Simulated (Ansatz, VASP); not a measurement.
**CdS (Greenockite) in VASP and in Ansatz**

File INCAR:

```
SYSTEM = CdS
ALGO     = Fast           ! electronic algorithm
DIPOL    = 0.5 0.5 0.500
EDIFF    = 1E-6           ! SCF threshold, eV
ENCUT    = 520            ! plane-wave cutoff, eV
GGA      = PE             ! functional
IDIPOL   = 3            
ISIF     = 2              ! what is computed and relaxed
ISMEAR   = 0              ! smearing method
LASPH    = .TRUE.         ! aspherical terms in the spheres
LCHARG   = .FALSE.        ! write CHGCAR
LDIPOL   = .TRUE.       
LREAL    = Auto         
LWAVE    = .FALSE.        ! write WAVECAR
NBANDS   = 86             ! bands
NELM     = 100            ! most SCF steps
PREC     = Accurate       ! precision mode
SIGMA    = 0.05           ! smearing width, eV
```

KPOINTS

```
k-points
0
G
  6 4 1
  0 0 0
```

POSCAR

```
CdS
1.0
    4.1965609992      0.0000000000      0.0000000000
    0.0000000000      6.8288413988      0.0000000000
    0.0000000000      0.0000000000     27.1144281127
Cd S
8 8
Direct
    0.0000000000      0.0007921962      0.2766055020
    0.5000000000      0.5007921962      0.3212844016
    0.5000000000      0.0007921962      0.4106422008
    0.0000000000      0.5007921962      0.4553211004
    0.0000000000      0.0007921962      0.5446788996
    0.5000000000      0.5007921962      0.5893577992
    0.5000000000      0.0007921962      0.6787155984
    0.0000000000      0.5007921962      0.7233944980
    0.0000000000      0.6242078038      0.2766055020
    0.5000000000      0.1242078038      0.3212844016
    0.5000000000      0.6242078038      0.4106422008
    0.0000000000      0.1242078038      0.4553211004
    0.0000000000      0.6242078038      0.5446788996
    0.5000000000      0.1242078038      0.5893577992
    0.5000000000      0.6242078038      0.6787155984
    0.0000000000      0.1242078038      0.7233944980
```

Input for Ansatz:

```yaml
crystal:
  lattice:
    - [4.1965609992, 0.0, 0.0]
    - [0.0, 6.8288413988, 0.0]
    - [0.0, 0.0, 27.1144281127]
  atoms:
    - { symbol: Cd, position: [0.0, 0.0007921962, 0.276605502] }
    - { symbol: S, position: [0.0, 0.6242078038, 0.276605502] }
    - { symbol: Cd, position: [0.5, 0.5007921962, 0.3212844016] }
    - { symbol: S, position: [0.5, 0.1242078038, 0.3212844016] }
    - { symbol: Cd, position: [0.5, 0.0007921962, 0.4106422008] }
    - { symbol: S, position: [0.5, 0.6242078038, 0.4106422008] }
    - { symbol: Cd, position: [0.0, 0.5007921962, 0.4553211004] }
    - { symbol: S, position: [0.0, 0.1242078038, 0.4553211004] }
    - { symbol: Cd, position: [0.0, 0.0007921962, 0.5446788996] }
    - { symbol: S, position: [0.0, 0.6242078038, 0.5446788996] }
    - { symbol: Cd, position: [0.5, 0.5007921962, 0.5893577992] }
    - { symbol: S, position: [0.5, 0.1242078038, 0.5893577992] }
    - { symbol: Cd, position: [0.5, 0.0007921962, 0.6787155984] }
    - { symbol: S, position: [0.5, 0.6242078038, 0.6787155984] }
    - { symbol: Cd, position: [0.0, 0.5007921962, 0.723394498] }
    - { symbol: S, position: [0.0, 0.1242078038, 0.723394498] }
basis:
  ecutwfc: 420
kpoints:
  mp_grid: { grid: [6, 4, 1] }
hamiltonian:
  xc: pbe
scf:
  occupations: { method: gaussian, width: 0.05 }
output:
  forces: true
  stress: true
  eigenvalues: true
  write_density: true
  write_potential: true
  elf: true
  volumetric_format: npy
efield:
  axis: 3
  dipole_correction: true
```

Alike in both runs: task single point; functional PBE; k mesh 6 × 4 × 1; occupations gaussian, width 0.05 eV; no spin polarisation.

|  | VASP | Ansatz |
| --- | --- | --- |
| version | VASP 6.6.1 | Ansatz 0.2.0 |
| potentials or method | VASP PAW PBE potentials, release 64 (Cd, S) | scalar-relativistic, plane waves, PAW |
| plane-wave cutoff (eV) | 520 | 420 |
| valence electrons in the cell | 144 | 208 |

Ansatz gave:

```
gap on the k mesh at the Fermi level (eV) : 0.81
least direct gap on the mesh (eV)         : 0.81
rms of the force components (eV/Å)        : 0.339
```

Question: What did VASP give for the same quantities?

Answer: gap on the k mesh at the Fermi level (eV): 0.80; least direct gap on the mesh (eV): 0.80; rms of the force components (eV/Å): 0.338.

The functional is the same, so the differences come from potentials, cutoffs and numerics. The two sets of potentials don't hold the same shells in valence. Ansatz warned: «xc_potential_rough_in_thin_density».
